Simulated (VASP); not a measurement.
# SiC in VASP 6.6.1, relaxation

INCAR

```
LCHARG = .FALSE.
ISIF = 3
NSW = 30
LREAL = .FALSE.
EDIFF = 1E-7
SIGMA = 0.02
IBRION = 2
LASPH = .TRUE.
GGA = PS
EDIFFG = -5E-3
ENCUT = 180
NBANDS = 16
NELM = 51
ISMEAR = -1
LWAVE = .FALSE.
PREC = Low
```

KPOINTS

```
KPOINTS created by Atomic Simulation Environment
0
Gamma
12 12 4
0 0 0
```

POSCAR

```
Si C
 1.0000000000000000
     3.0918273680621127    0.0000000000301718    0.0000000000000000
    -1.5459136840571859    2.6776010448426839   -0.0000000000000000
     0.0000000000000000    0.0000000000000000    5.0742733052383189
 Si  C
   2   2
Cartesian
 -0.0000000000174197  1.7850673632385132 -0.0020976691091829
  1.5459136840223464  0.8925336816343424  2.5350389835099767
 -0.0000000000174197  1.7850673632385132  1.9049501585735527
  1.5459136840223464  0.8925336816343424  4.4420868111927128
```

The recommended PBE PAW datasets give the neutral cell 16 valence electrons.

Command

```
mpirun -np 1 vasp_std
```

OSZICAR

```
N       E                     dE             d eps       ncg     rms          rms(c)
DAV:   1    -0.593236215759E+01   -0.59324E+01   -0.35086E+03  1920   0.375E+02
DAV:   2    -0.331070685950E+02   -0.27175E+02   -0.25911E+02  2696   0.978E+01
DAV:   3    -0.337571713803E+02   -0.65010E+00   -0.64981E+00  2024   0.137E+01
DAV:   4    -0.337594588322E+02   -0.22875E-02   -0.22872E-02  2536   0.929E-01
DAV:   5    -0.337594743942E+02   -0.15562E-04   -0.15562E-04  2024   0.648E-02    0.110E+01
DAV:   6    -0.320893335258E+02    0.16701E+01   -0.19071E+00  2352   0.818E+00    0.565E+00
DAV:   7    -0.318829010754E+02    0.20643E+00   -0.53705E-01  2472   0.410E+00    0.179E+00
DAV:   8    -0.318555038724E+02    0.27397E-01   -0.45710E-02  2256   0.119E+00    0.280E-01
DAV:   9    -0.318541568061E+02    0.13471E-02   -0.36289E-03  2304   0.394E-01    0.112E-01
DAV:  10    -0.318541689889E+02   -0.12183E-04   -0.23711E-04  2144   0.943E-02    0.296E-02
...
DAV:   7    -0.324424662769E+02   -0.40200E-08   -0.31894E-09   928   0.314E-04
   8 F= -.32442466E+02 E0= -.32442466E+02  d E =0.384107E-05
       N       E                     dE             d eps       ncg     rms          rms(c)
DAV:   1    -0.324425334849E+02   -0.67212E-04   -0.47884E-04  2248   0.140E-01    0.298E-02
DAV:   2    -0.324425249539E+02    0.85311E-05   -0.13340E-05  2128   0.227E-02    0.194E-02
DAV:   3    -0.324425232424E+02    0.17115E-05   -0.38806E-06  2320   0.119E-02    0.122E-02
DAV:   4    -0.324425234161E+02   -0.17376E-06   -0.20315E-07  1880   0.293E-03    0.121E-02
DAV:   5    -0.324425236015E+02   -0.18533E-06   -0.38074E-08   952   0.106E-03    0.121E-02
DAV:   6    -0.324425236662E+02   -0.64703E-07   -0.27561E-09   936   0.364E-04
   9 F= -.32442524E+02 E0= -.32442524E+02  d E =-.535482E-04
```

It converged. Results: relaxed cell vector lengths 2.960, 2.960, 4.867 Å; relaxed cell volume 36.93 Å³.

```tsv
ionic step	ΔE (meV/atom)	volume (Å³)	largest force (eV/Å)	pressure (GPa)	electronic steps
1	0.0	42.01	0.003	-33.48	13
2	312.7	30.03	0.318	99.88	10
3	-146.4	37.24	0.065	-2.66	11
4	-147.0	36.99	0.070	-0.51	8
5	-147.0	36.89	0.072	0.35	4
6	-146.9	36.88	0.130	0.42	5
7	-147.1	36.89	0.007	0.37	7
8	-147.1	36.98	0.001	-0.41	7
9	-147.1	36.93	0.003	-0.01	6
```

Why shouldn't this run be trusted?

Cell relaxed at a low cutoff. On sound settings the PBEsol relaxation ends at 41.40 Å³.
